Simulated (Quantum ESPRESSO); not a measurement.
Crystal: MgS.

```
CELL_PARAMETERS angstrom
0.00000 2.83312 2.83312
2.83312 0.00000 2.83312
2.83312 2.83312 0.00000
ATOMIC_POSITIONS crystal
S 0.25000 0.25000 0.25000
Mg 0.00000 0.00000 0.00000
```

The cell comes from a database or a generator and needn't be the stable form of this composition.

```yaml
Program: Quantum ESPRESSO 7.5
Task: relaxation of cell and atoms
Functional: PBEsol
Dispersion: D3
Potentials_or_basis: GBRV 1.5 PBEsol
Cutoff: 612 eV
Density_cutoff: 4898 eV
k_mesh: 8 × 8 × 8
Occupations: fermi-dirac, width 0.05 eV
Spin: no spin polarisation
```

At the start: pressure -1.7 GPa; volume 22.74 Å³/atom.

Task: Where does the relaxation end?

Result: Over 3 steps the energy falls by 3.5 meV/atom and the volume is 22.06 Å³/atom (-3.0 %); space group F-43m (No. 216, to 0.05 Å).

Step by step:
```tsv
step	energy change (eV)	largest force (eV/Å)	pressure (GPa)	volume (Å³)
1	0.0000	0.0000	-1.75	45.48
2	-0.0023	0.0000	-1.45	45.24
3	-0.0070	0.0000	0.05	44.12
```

Final structure:
```yaml
crystal:
  lattice:
    - [0.00000, 2.80454, 2.80454]
    - [2.80454, 0.00000, 2.80454]
    - [2.80454, 2.80454, 0.00000]
  atoms:
    - { symbol: S, position: [0.25000, 0.25000, 0.25000] }
    - { symbol: Mg, position: [0.00000, 0.00000, 0.00000] }
```
